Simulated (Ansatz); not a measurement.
# Tl: reading a single point

```
CELL_PARAMETERS angstrom
0.00000 2.53550 2.53550
2.53550 0.00000 2.53550
2.53550 2.53550 0.00000
ATOMIC_POSITIONS crystal
Tl 0.00000 0.00000 0.00000
```

Method: PBE, no spin polarisation; PAW, plane waves to 420 eV, 11×11×11 Γ-centred mesh, fermi-dirac occupations (width 0.011 eV) (Ansatz 0.2.0), atoms fixed.

Contacts: Tl–Tl at 3.59 Å: least valence density 0.09 e/Å³ and ELF 0.15 there. Both are smooth PAW fields, read partly inside the augmentation spheres.
At the Fermi level: It is a metal, with about 0.75 states/eV a cell as the mean within 0.25 eV of the Fermi level, mostly Tl p (81 %) and Tl s (16 %).
Stress: The pressure is -1.1 GPa (compression positive), so with the atoms held at these fractions the cell would first shrink.

Origin: a known structure type with other elements, at an estimated volume, so it need not be a known compound.
